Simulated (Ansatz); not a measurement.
# ZnS (Wurtzite-6H) (P6_3mc) in Ansatz: further runs

Runs on ZnS (Wurtzite-6H). Level: PBE. Tasks: single point, equation of state.

All numbers are computed with Ansatz 0.2.0; they aren't measurements. Logs are shortened: lines on timing, memory, paths and dates and some standing lists are left out, and cuts for length are marked.

### Step 1. The crystal as given

Symmetry: P6_3mc, No. 186, hexagonal system. The conventional cell has a = 3.812 Å, b = 3.812 Å, c = 18.690 Å, α = 90.00°, β = 90.00°, γ = 120.00°. Zn (site symmetry 3m) is surrounded by 4 S at 2.33 to 2.34 Å. Zn (site symmetry 3m) has 4 S at 2.33 to 2.34 Å as nearest neighbours. Zn (site symmetry 3m) is surrounded by 4 S at 2.33 to 2.34 Å. S (site symmetry 3m) has 4 Zn at 2.33 to 2.34 Å as nearest neighbours. S (site symmetry 3m) is surrounded by 4 Zn at 2.33 to 2.34 Å. Around S (site symmetry 3m) lie 4 Zn at 2.33 to 2.34 Å.

### Step 2. Single point, PBE, 18.42 Å³/atom (volume scaled by 0.94)

input.yaml reads:

```yaml
crystal:
  lattice:
    - [3.7341822464, 0.0, 0.0]
    - [-1.8670911232, 3.2338966877, 0.0]
    - [0.0, 0.0, 18.308454576]
  atoms:
    - { symbol: Zn, position: [0.3333333333, 0.6666666667, 0.83333] }
    - { symbol: Zn, position: [0.6666666667, 0.3333333333, 0.33333] }
    - { symbol: Zn, position: [0.6666666667, 0.3333333333, 0.66667] }
    - { symbol: Zn, position: [0.3333333333, 0.6666666667, 0.16667] }
    - { symbol: Zn, position: [0.0, 0.0, 0.5] }
    - { symbol: Zn, position: [0.0, 0.0, 0.0] }
    - { symbol: S, position: [0.3333333333, 0.6666666667, 0.95833] }
    - { symbol: S, position: [0.6666666667, 0.3333333333, 0.45833] }
    - { symbol: S, position: [0.6666666667, 0.3333333333, 0.79167] }
    - { symbol: S, position: [0.3333333333, 0.6666666667, 0.29167] }
    - { symbol: S, position: [0.0, 0.0, 0.625] }
    - { symbol: S, position: [0.0, 0.0, 0.125] }
hamiltonian:
  xc: pbe
  pseudopotentials: { kind: nc, source: spms }
kpoints:
  mp_grid: { grid: [8, 8, 2] }
scf:
  occupations: { method: fermi_dirac, width: 0.05 }
output:
  forces: true
  stress: true
  eigenvalues: true
```

Potentials or basis: SPMS NC.

Started as:

```bash
ansatz run input.yaml --threads 2 --pin off --max-ram 5120MiB --backend cpu --events-out ev --progress --plain --runs-dir out
```

What it wrote:

```text
Warning: RAYON_NUM_THREADS=2 ignored (pool sized by the plan → 2); use --threads N
Engine: ansatz 0.2.0, x86_64-unknown-linux-gnu
Pseudopotentials: kind: nc
Pseudopotential: Zn, nc, valence charge 20, recommended cutoff 816.3415873796399 eV (normal), Zn.nc.azcp
Pseudopotential: S, nc, valence charge 6, recommended cutoff 544.22772491976 eV (normal), S.nc.azcp
Functional definition: PBE
  parameter kappa = 0.804
  parameter beta = 0.06672455060314922
  exchange = pbe_x(kappa = kappa, mu = beta*pi^2/3)
  correlation = pbe_c(beta = beta)
Crystal: 12 atoms, lattice volume = 221.092 Å³
Basis set: ecut = 816.3415873796399 eV, 11647 PW (Γ), exchange–correlation on 72×72×360 points (8 copies of the dense FFT grid, shifted against one another)
Bands: 94, of which v1, the nominal top of the filled ones, is band 78 counted from 1 (77 counted from 0)
Symmetry: 12 space group operations
Space group: P63mc (ITA 186), of the structure as read, at distance tolerance 6.0e-5 Å
k-points: 20 of 128
Non-local potential: Zn, projectors of the file, l = 0: 2, l = 1: 2, l = 2: 2
Non-local potential: S, projectors of the file, l = 0: 2, l = 1: 2, l = 2: 2
[... 28 lines left out ...]
  E_ewald      = -17916.511767
  E_smearing   = -0.000000  (= −TS)
  E_closure    = -0.000000  (closes the sum)
  Σ components = -34009.869253   (vs F -34009.869253, Δ=0.00e0)
--- Forces (eV/Å), atoms counted from 1 ---
  atom   1  Zn     0.00000000    -0.00000000     0.00587335
  atom   2  Zn     0.00000000     0.00000000     0.00587335
  atom   3  Zn     0.00000000    -0.00000000     0.02448293
  atom   4  Zn     0.00000000     0.00000000     0.02448293
  atom   5  Zn     0.00000000     0.00000000    -0.00312179
  atom   6  Zn     0.00000000    -0.00000000    -0.00312179
  atom   7  S      0.00000000     0.00000000    -0.03930192
  atom   8  S      0.00000000    -0.00000000    -0.03930192
  atom   9  S      0.00000000     0.00000000    -0.01134527
  atom  10  S      0.00000000    -0.00000000    -0.01134527
  atom  11  S      0.00000000     0.00000000     0.02339910
  atom  12  S      0.00000000    -0.00000000     0.02339910
  max |Σ_I F_I| component: 2.72e-5 eV/Å
--- Stress (GPa, compression-positive) ---
        7.944796       0.000000      -0.000000
       -0.000000       7.944796      -0.000000
       -0.000000      -0.000000       8.034154
  P = ⅓ Tr σ = 7.9746 GPa (79.746 kbar)
--- Band table (eV; the first three rows and the last of 20) ---
  k-point 0: bands = ["-116.3018", "-116.3018", "-116.2983", "-116.2983", "-116.2910", "-116.2910", "-70.4586", "-70.4586", "-70.4586", "-70.4586", "-70.4572", "-70.4571", "-70.4548", "-70.4547", "-70.4546", "-70.4546", "-70.4546", "-70.4546", "-70.4474", "-70.4474", "-70.4472", "-70.4472", "-70.4472", "-70.4472", "-4.8511", "-4.6264", "-4.6180", "-4.1021", "-4.0936", "-3.7899", "2.1611", "2.1733", "2.1761", "2.1794", "2.1794", "2.2021", "2.2021", "2.2232", "2.2232", "2.2649", "2.2649", "2.2809", "2.2809", "2.2925", "2.2991", "2.2991", "2.3041", "2.7381", "2.7381", "2.7426", "2.7426", "2.7610", "2.7610", "2.7674", "2.7674", "2.7881", "2.7881", "2.8003", "2.8003", "2.9337", "3.0833", "4.6645", "4.6777", "7.0122", "7.0317", "7.8202", "7.8202", "8.0330", "8.0330", "8.0463", "8.0463", "8.5167", "8.5167", "8.5282", "8.5282", "8.7700", "8.7962", "8.7962", "11.2403", "12.1411", "12.2619", "12.2799", "12.4223", "12.4398", "15.0700", "15.0700", "15.1200", "15.1767", "15.2109", "15.3108"]
  k-point 1: bands = ["-116.3018", "-116.3018", "-116.2983", "-116.2983", "-116.2910", "-116.2910", "-70.4586", "-70.4586", "-70.4586", "-70.4586", "-70.4572", "-70.4572", "-70.4548", "-70.4548", "-70.4546", "-70.4546", "-70.4546", "-70.4546", "-70.4474", "-70.4474", "-70.4472", "-70.4472", "-70.4472", "-70.4472", "-4.7916", "-4.7916", "-4.3728", "-4.3728", "-3.8762", "-3.8762", "2.1704", "2.1704", "2.1875", "2.1875", "2.1875", "2.1875", "2.1943", "2.1943", "2.2443", "2.2443", "2.2443", "2.2443", "2.2930", "2.2930", "2.2930", "2.2930", "2.5448", "2.5448", "2.7406", "2.7406", "2.7406", "2.7406", "2.7630", "2.7630", "2.7630", "2.7630", "2.7952", "2.7952", "2.7952", "2.7952", "3.7233", "3.7233", "5.8022", "5.8022", "7.8779", "7.8779", "7.8779", "7.8779", "8.1706", "8.1706", "8.2724", "8.2724", "8.2724", "8.2724", "8.7201", "8.7201", "8.7201", "8.7201", "11.7129", "11.7129", "12.1878", "12.1878", "12.5106", "12.5106", "15.0899", "15.0899", "15.1624", "15.1624", "15.1624", "15.1624"]
  k-point 2: bands = ["-116.3018", "-116.3018", "-116.2983", "-116.2983", "-116.2910", "-116.2910", "-70.4587", "-70.4587", "-70.4586", "-70.4586", "-70.4572", "-70.4572", "-70.4548", "-70.4547", "-70.4547", "-70.4547", "-70.4546", "-70.4546", "-70.4474", "-70.4474", "-70.4472", "-70.4472", "-70.4472", "-70.4472", "-4.7340", "-4.5181", "-4.5096", "-4.0184", "-4.0100", "-3.7245", "2.1420", "2.1483", "2.1735", "2.1989", "2.2033", "2.2286", "2.2338", "2.2447", "2.2478", "2.2496", "2.2623", "2.2974", "2.3014", "2.3136", "2.3321", "2.3351", "2.3509", "2.7022", "2.7189", "2.7280", "2.7383", "2.7443", "2.7559", "2.7560", "2.7767", "2.7816", "2.7938", "2.8019", "2.8062", "3.0288", "3.2314", "4.7213", "4.7331", "6.7660", "6.7940", "7.0114", "7.3144", "7.3337", "7.5476", "7.7917", "7.7999", "7.8219", "7.9666", "8.0765", "8.3383", "8.3465", "8.6245", "8.6529", "12.0185", "12.8190", "12.8954", "12.9505", "13.0040", "13.1621", "14.4273", "14.4788", "14.8046", "15.2043", "15.3615", "15.3648"]
  k-point 19: bands = ["-116.3018", "-116.3018", "-116.2983", "-116.2983", "-116.2910", "-116.2910", "-70.4588", "-70.4588", "-70.4587", "-70.4587", "-70.4571", "-70.4571", "-70.4548", "-70.4548", "-70.4547", "-70.4547", "-70.4547", "-70.4547", "-70.4474", "-70.4474", "-70.4474", "-70.4474", "-70.4473", "-70.4473", "-3.6093", "-3.6093", "-3.5377", "-3.5377", "-3.4709", "-3.4709", "2.2392", "2.2392", "2.2815", "2.2815", "2.3461", "2.3461", "2.3878", "2.3878", "2.4303", "2.4303", "2.4955", "2.4955", "2.5984", "2.5984", "2.6358", "2.6358", "2.6838", "2.6838", "2.7361", "2.7361", "2.7628", "2.7628", "2.7848", "2.7848", "2.9803", "2.9803", "3.0295", "3.0295", "3.1332", "3.1332", "3.6573", "3.6573", "3.9077", "3.9077", "4.0817", "4.0817", "5.2382", "5.2382", "5.6067", "5.6067", "6.0502", "6.0502", "6.5401", "6.5401", "6.9443", "6.9443", "7.2302", "7.2302", "13.2126", "13.2126", "13.5111", "13.5111", "14.0291", "14.0291", "14.8686", "14.8686", "15.0806", "15.0806", "15.4683", "15.4683"]
```

Wall time 44 s (2 threads of AMD EPYC 7R43 (Zen 3), shared host); peak memory 1.2 GiB.

Results:

* Free energy: -34009.8693 eV
* Pressure: 8.0 GPa
* Largest force: 0.039 eV/Å
* Band gap on the k mesh: 2.44 eV, direct

Caveat: the cell's inner coordinates are idealised or old, which leaves forces on the atoms.

### Step 3. Single point, PBE, 18.82 Å³/atom (volume scaled by 0.96)

input.yaml: that of step 2 with these lines changed.

```diff
@@ -2,5 +2,5 @@
   lattice:
-    - [3.7341822464, 0.0, 0.0]
-    - [-1.8670911232, 3.2338966877, 0.0]
-    - [0.0, 0.0, 18.308454576]
+    - [3.7604801709, 0.0, 0.0]
+    - [-1.8802400855, 3.2566713584, 0.0]
+    - [0.0, 0.0, 18.4373916028]
   atoms:
```

Potentials or basis: SPMS NC.

Started as:

```bash
ansatz run input.yaml --threads 2 --pin off --max-ram 5120MiB --backend cpu --events-out ev --progress --plain --runs-dir out
```

It took 44 s on 2 threads of AMD EPYC 7R43 (Zen 3), shared host; peak memory 1.2 GiB.

It converged, with:

| Item | Value |
| --- | --- |
| Free energy | -34010.0723 eV |
| Pressure | 5.9 GPa |
| Largest force | 0.036 eV/Å |
| Band gap on the k mesh | 2.35 eV, direct |

Caveat: the cell's inner coordinates are idealised or old, which leaves forces on the atoms.

### Step 4. Single point, PBE, 19.21 Å³/atom (volume scaled by 0.98)

input.yaml: that of step 3 with these lines changed.

```diff
@@ -2,5 +2,5 @@
   lattice:
-    - [3.7604801709, 0.0, 0.0]
-    - [-1.8802400855, 3.2566713584, 0.0]
-    - [0.0, 0.0, 18.4373916028]
+    - [3.7864153365, 0.0, 0.0]
+    - [-1.8932076683, 3.2791318707, 0.0]
+    - [0.0, 0.0, 18.5645500459]
   atoms:
```

Started as:

```bash
ansatz run input.yaml --threads 2 --pin off --max-ram 5120MiB --backend cpu --events-out ev --progress --plain --runs-dir out
```

Wall time 45 s (2 threads of AMD EPYC 7R43 (Zen 3), shared host); peak memory 1.3 GiB.

Results (log left out):

| Quantity | Value |
| --- | --- |
| Free energy | -34010.2173 eV |
| Pressure | 4.0 GPa |
| Largest force | 0.033 eV/Å |
| Band gap on the k mesh | 2.26 eV, direct |

Caveat: the cell's inner coordinates are idealised or old, which leaves forces on the atoms.

### Step 5. Single point, PBE, 19.60 Å³/atom

input.yaml: that of step 4 with these lines changed.

```diff
@@ -2,5 +2,5 @@
   lattice:
-    - [3.7864153365, 0.0, 0.0]
-    - [-1.8932076683, 3.2791318707, 0.0]
-    - [0.0, 0.0, 18.5645500459]
+    - [3.812, 0.0, 0.0]
+    - [-1.906, 3.3012888392, 0.0]
+    - [0.0, 0.0, 18.68999]
   atoms:
@@ -29 +29,5 @@
   eigenvalues: true
+  write_density: true
+  write_potential: true
+  elf: true
+  volumetric_format: npy
```

Started as:

```bash
ansatz run input.yaml --threads 2 --pin off --max-ram 5120MiB --backend cpu --events-out ev --progress --plain --runs-dir out
```

Run time: 72 s. Hardware: 2 threads of AMD EPYC 7R43 (Zen 3), shared host; peak memory 1.3 GiB.

Results (log left out):

| Quantity | Value |
| --- | --- |
| Free energy | -34010.3101 eV |
| Pressure | 2.3 GPa |
| Largest force | 0.030 eV/Å |
| Band gap on the k mesh | 2.17 eV, direct |

Caveat: the cell's inner coordinates are idealised or old, which leaves forces on the atoms.

### Step 6. Single point, PBE, 19.99 Å³/atom (volume scaled by 1.02)

input.yaml: that of step 5 with these lines changed.

```diff
@@ -2,5 +2,5 @@
   lattice:
-    - [3.812, 0.0, 0.0]
-    - [-1.906, 3.3012888392, 0.0]
-    - [0.0, 0.0, 18.68999]
+    - [3.8372457688, 0.0, 0.0]
+    - [-1.9186228844, 3.3231523164, 0.0]
+    - [0.0, 0.0, 18.8137683755]
   atoms:
```

Potentials or basis: SPMS NC.

Started as:

```bash
ansatz run input.yaml --threads 2 --pin off --max-ram 5120MiB --backend cpu --events-out ev --progress --plain --runs-dir out
```

It took 75 s on 2 threads of AMD EPYC 7R43 (Zen 3), shared host; peak memory 1.4 GiB.

The run converged. Its results:

```
Free energy            : -34010.3561 eV
Pressure               : 0.8 GPa
Largest force          : 0.027 eV/Å
Band gap on the k mesh : 2.08 eV, direct
```

Caveat: the cell's inner coordinates are idealised or old, which leaves forces on the atoms.

### Step 7. Single point, PBE, 20.38 Å³/atom (volume scaled by 1.04)

input.yaml: that of step 6 with these lines changed.

```diff
@@ -2,5 +2,5 @@
   lattice:
-    - [3.8372457688, 0.0, 0.0]
-    - [-1.9186228844, 3.3231523164, 0.0]
-    - [0.0, 0.0, 18.8137683755]
+    - [3.8621636474, 0.0, 0.0]
+    - [-1.9310818237, 3.3447318322, 0.0]
+    - [0.0, 0.0, 18.9359391258]
   atoms:
@@ -29,5 +29 @@
   eigenvalues: true
-  write_density: true
-  write_potential: true
-  elf: true
-  volumetric_format: npy
```

Started as:

```bash
ansatz run input.yaml --threads 2 --pin off --max-ram 5120MiB --backend cpu --events-out ev --progress --plain --runs-dir out
```

It took 47 s on 2 threads of AMD EPYC 7R43 (Zen 3), shared host; peak memory 1.3 GiB.

The run converged. Its results:

| Property | Result |
| --- | --- |
| Free energy | -34010.3598 eV |
| Pressure | -0.5 GPa |
| Largest force | 0.025 eV/Å |
| Band gap on the k mesh | 1.99 eV, direct |

Caveat: the cell's inner coordinates are idealised or old, which leaves forces on the atoms.

### Step 8. Single point, PBE, 20.78 Å³/atom (volume scaled by 1.06)

input.yaml: that of step 7 with these lines changed.

```diff
@@ -2,5 +2,5 @@
   lattice:
-    - [3.8621636474, 0.0, 0.0]
-    - [-1.9310818237, 3.3447318322, 0.0]
-    - [0.0, 0.0, 18.9359391258]
+    - [3.8867640791, 0.0, 0.0]
+    - [-1.9433820395, 3.366036431, 0.0]
+    - [0.0, 0.0, 19.0565534549]
   atoms:
```

Started as:

```bash
ansatz run input.yaml --threads 2 --pin off --max-ram 5120MiB --backend cpu --events-out ev --progress --plain --runs-dir out
```

Run time: 49 s. Hardware: 2 threads of AMD EPYC 7R43 (Zen 3), shared host; peak memory 1.3 GiB.

The run converged. Its results:

```
Free energy            : -34010.3257 eV
Pressure               : -1.8 GPa
Largest force          : 0.024 eV/Å
Band gap on the k mesh : 1.91 eV, direct
```

Caveat: the cell's inner coordinates are idealised or old, which leaves forces on the atoms.

### Step 9. Equation of state, PBE

Potentials or basis: SPMS NC.

No new run: the results of the series are fitted here.

Results:

```yaml
Equilibrium_volume: 20.22 Å³/atom
Bulk_modulus_at_fixed_shape_and_positions: 70 GPa
Pressure_derivative_of_the_bulk_modulus: 4.4
```

Energy against volume, from the lowest point:
| volume (Å³/atom) | energy (meV/atom) |
| --- | --- |
| 18.424 | 40.88 |
| 18.816 | 23.97 |
| 19.208 | 11.88 |
| 19.600 | 4.15 |
| 19.992 | 0.32 |
| 20.384 | 0.00 |
| 20.776 | 2.85 |

Caveat: the cell was scaled at fixed shape and fractional positions, which overstates the stiffness of a crystal with free parameters, most of all of layers and chains; the cell's inner coordinates are idealised or old, which leaves forces on the atoms.
